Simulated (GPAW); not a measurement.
Runs of GPAW 26.7.0 on K. It takes space group Im-3m (No. 229, cubic). The conventional cell has a = 5.395 Å, b = 5.395 Å, c = 5.395 Å, α = 90.00°, β = 90.00°, γ = 90.00°. 

```csv
task,level,potentials or basis,fermi k mesh,band path,band points,gap on the mesh (eV),pressure (GPa)
Fermi surface,r2SCAN,"GPAW PAW data sets (gpaw-data 1.2.1), pw",12 × 12 × 12,-,-,none,-0.1
band structure,revPBE,"the program's PAW data sets (release 1.2.1) made for this functional, pw",-,"GHNGPH,PN",100,-,(a)
electron localisation function,r2SCAN,"GPAW PAW data sets (gpaw-data 1.2.1), pw",-,-,-,none,-0.1
band structure,LDA,"the program's PAW data sets (release 1.2.1) made for this functional, pw",-,"GHNGPH,PN",100,-,-0.6
```

Alike in all rows: no spin polarisation; cell as given; k mesh 7 × 7 × 7; cutoff (eV) 600; smearing fermi-dirac 0.05 eV.

Estimate the missing entries.

(a) 0.0.

Caveats: the PAW data sets were made with another functional, which shifts forces and pressure a little (some runs).

A gap of «none» marks a metal or a gap under the smearing width.
